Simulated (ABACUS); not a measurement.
The system is Te2Mo.

```
Te Mo
1.0
     3.51820    0.00000    0.00000
    -1.75910    3.04685    0.00000
     0.00000    0.00000   13.97360
Te Mo
4 2
Direct
  0.66667 0.33333 0.37900
  0.33333 0.66667 0.87900
  0.66667 0.33333 0.12100
  0.33333 0.66667 0.62100
  0.66667 0.33333 0.75000
  0.33333 0.66667 0.25000
```

Base run:

```yaml
Program: ABACUS 3.10.1
Functional: PBEsol
Potentials_or_basis: SPMS ONCV 1.0 PBE
Cutoff: 1129 eV
Density_cutoff: 4517 eV
Basis: plane waves
k_mesh: 7 × 7 × 2
Occupations: fermi-dirac, width 0.05 eV
Spin: no spin polarisation
```

Its results: band gap on the k mesh 0.81 eV, indirect (least direct gap 1.26 eV); pressure -0.8 GPa; largest force 0.040 eV/Å.

Task: The run is repeated on the same cell with these changes: potentials or basis from SPMS ONCV 1.0 PBE to PseudoDojo NC SR 0.4.1 PBEsol standard; k mesh from 7 × 7 × 2 to 9 × 9 × 2. What comes out?

Result: Band gap on the k mesh 0.74 eV, indirect (least direct gap 1.04 eV); pressure -0.6 GPa; largest force 0.023 eV/Å.

Caveats: spin-orbit coupling is left out, which moves the levels of the heavy elements; an odd mesh through Γ misses points on the zone boundary, where band edges often lie; this functional lacks dispersion, which binds the layers, so the pressure and a relaxed spacing across them are unreliable; the potentials were made for another functional, which shifts forces and pressure (some runs).

Not every run made on this cell is shown here.
